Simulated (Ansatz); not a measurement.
All numbers below come from Ansatz 0.2.0, DFT PBE, scalar-relativistic, plane waves, PAW. All cells share a 420 eV cutoff and Γ-centred k meshes spaced at most about 0.3 Å⁻¹ (about 0.25 or finer for metals, 2π included). Spin is collinear.

Each guess is relaxed in cell and atoms at zero pressure, on a coarse mesh first where it starts far from rest and then on a converged one. The steps can't lower the symmetry of the start, but it can rise. Energies are static (0 K, no zero-point motion).

This guess for MnSb (collinear spin from parallel moments) isn't its lowest structure:

```cif
data_structure
_symmetry_space_group_name_H-M 'R-3m:H'
_symmetry_Int_Tables_number 166
_cell_length_a 3.4158
_cell_length_b 3.4158
_cell_length_c 12.4672
_cell_angle_alpha 90.000
_cell_angle_beta 90.000
_cell_angle_gamma 120.000
_cell_volume 125.98
loop_
_atom_site_label
_atom_site_type_symbol
_atom_site_symmetry_multiplicity
_atom_site_Wyckoff_symbol
_atom_site_fract_x
_atom_site_fract_y
_atom_site_fract_z
_atom_site_occupancy
Mn1 Mn 3 b 0.33333 0.66667 0.16667 1
Sb1 Sb 3 a 0.00000 0.00000 0.00000 1
```

Question: What does it relax into?

Answer: R-3m at 21.0 Å³/atom → Fm-3m (rock salt type) at 21.7 Å³/atom. Conventional cell: a = 5.579 Å. Around Mn lie 6 Sb at 2.79 Å; around Sb lie 6 Mn at 2.79 Å.

```
CELL_PARAMETERS angstrom
0.00000 2.78941 2.78941
2.78941 0.00000 2.78941
2.78941 2.78941 0.00000
ATOMIC_POSITIONS crystal
Mn 0.50000 0.50000 0.50000
Sb 0.00000 0.00000 0.00000
```

Question: Compare it with the lowest MnSb structure at this level.

Answer: It lies 166 meV/atom above the lowest of the 4 forms computed, a structure that the Crystallography Open Database (COD) lists, of the nickel arsenide type. Space group P6_3/mmc (No. 194), hexagonal, a = 4.096 Å, c = 5.595 Å. Around Mn lie 6 Sb at 2.75 Å and 2 Mn at 2.80 Å; Sb has 6 Mn at 2.75 Å. That form has 20.3 Å³/atom and no gap on its mesh, nor has the guess's end. Counting Sb atoms around Mn (those within 1.25 times the shortest such distance or 1.15 times the sum of covalent radii), the guess's end and the lowest form both have Mn 6.

Spin–orbit coupling, which can matter for Sb, is left out. Another magnetic order may lie lower. Some candidate types were left out of the draw beforehand, so a known form may be missing.
